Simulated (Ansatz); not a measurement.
# WS4: the cost of one run

Method: DFT PBE, scalar-relativistic, plane waves, PAW, in Ansatz 0.2.0.

1 further run of the same task is left out (set aside as unsound or not needed).

### 1 The system as given

The structure is hexagonal, space group P-6m2 (No. 187). The conventional cell has a = 3.189 Å, b = 3.189 Å, c = 16.951 Å, α = 90.00°, β = 90.00°, γ = 120.00°. W (site symmetry -6m2) is surrounded by 6 S at 2.42 Å. S (site symmetry 3m) is surrounded by 3 W at 2.42 Å.

Coordinates:

```
CELL_PARAMETERS angstrom
3.18852 0.00000 0.00000
-1.59426 2.76134 0.00000
0.00000 0.00000 16.95067
ATOMIC_POSITIONS crystal
W 0.33333 0.66667 0.00000
S 0.66667 0.33333 0.90732
S 0.66667 0.33333 0.09268
```

It goes back to an entry of the Materials Project, which need not be the stable form.

This cell was relaxed beforehand with the same method: volume 49.75 Å³/atom, gap on the mesh 1.81 eV.

The bulk reference comes from a run made before at the same settings: -4063.8123 eV/atom.

### 2 Cutting the (001) slab

Planes are indexed in the bulk's conventional cell (P-6m2 (No. 187)), a = 3.189 Å, b = 3.189 Å, c = 16.951 Å, α = 90.00°, β = 90.00°, γ = 120.00°.

The slab is a (001) slab, 30.8 Å thick as cut, with 15 Å of vacuum; its outer planes are S (top) and S (bottom).

The slab as cut. Layers, bottom to top:

```
plane  atoms per cell  height over the lowest (Å)
    1               S                        0.00
    2               S                       13.81
    3               W                       15.38
    4               S                       16.95
    5               S                       30.76
```

### 3 The slab as cut, atoms at the bulk's places

The cell repeats along c, and a dipole correction in the vacuum removes the field between the copies.

input.yaml

```yaml
crystal:
  lattice:
    - [3.1885197258, 0.0, 0.0]
    - [-1.5942598629, 2.761339083, 0.0]
    - [0.0, 0.0, 45.7594857743]
  atoms:
    - { symbol: S, position: [0.6666666667, 0.3333333333, 0.1639004432] }
    - { symbol: S, position: [0.6666666667, 0.3333333333, 0.4656699359] }
    - { symbol: W, position: [0.3333333333, 0.6666666667, 0.5] }
    - { symbol: S, position: [0.6666666667, 0.3333333333, 0.5343300641] }
    - { symbol: S, position: [0.6666666667, 0.3333333333, 0.8360995568] }
basis:
  ecutwfc: 420
kpoints:
  mp_grid: { grid: [9, 9, 1] }
hamiltonian:
  xc: pbe
scf:
  occupations: { method: gaussian, width: 0.05 }
output:
  forces: true
  stress: true
  eigenvalues: true
efield:
  axis: 3
  dipole_correction: true
  ramp_width: 0.04
```

Command:

```console
$ ansatz run input.yaml --threads 1 --pin off --max-ram 2560MiB --backend cpu --events-out ev --progress --plain --runs-dir out
```

**Question.** How long does this run take on 1 thread of Oxide Virtual Turin-like (Zen 5), shared host, and how much memory does it need?

About 55 s, with a peak of 0.58 GiB.
